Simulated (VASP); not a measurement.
## Sn: single point with PBEsol

The system is Sn.

```xyz
2
Lattice="4.1900 0.0000 0.0000 -2.0950 3.6286 0.0000 0.0000 0.0000 5.0860" Properties=species:S:1:pos:R:3 pbc="T T T"
Sn    0.0000    2.4191    1.2715
Sn    2.0950    1.2095    3.8145
```

This isn't the form of Sn at room conditions, which is tetragonal (white tin).

```
Program                : VASP 6.6.1
Task                   : single point
Functional             : PBEsol
Potentials or basis    : VASP PAW PBE potentials, release 64 (Sn_d)
Cutoff                 : 520 eV
k mesh                 : 6 × 6 × 5
Occupations            : methfessel-paxton, width 0.1 eV
Spin                   : no spin polarisation
Dipole correction      : no
Further INCAR settings : ALGO = Normal; EDIFF = 1e-06; NBANDS = 21
```

```
Pressure               : -8.5 GPa
Band gap on the k mesh : none (metal or under the smearing width)
```

Stress tensor (GPa, compression positive):
```
-8.26  0.00  0.00
 0.00 -8.26  0.00
 0.00  0.00 -8.93
```

Levels at points of the mesh, in eV from the Fermi level:
```csv
k point,band 10,band 11,band 12,band 13,band 14,band 15,band 16,band 17,band 18,band 19
"(0.00, 0.00, 0.00)",-21.20,-8.98,-4.33,-2.05,1.88,1.88,3.93,3.93,4.96,6.40
"(0.50, 0.00, 0.00)",-21.19,-7.08,-5.78,-1.03,0.02,0.15,0.99,1.80,4.19,4.61
```

Run time: 15 s on 1 thread of AMD EPYC 9R45 (Zen 5), with other jobs on the host, peak memory 0.16 GiB.

Caveat: the PAW data sets were made with another functional, which shifts forces and pressure a little.
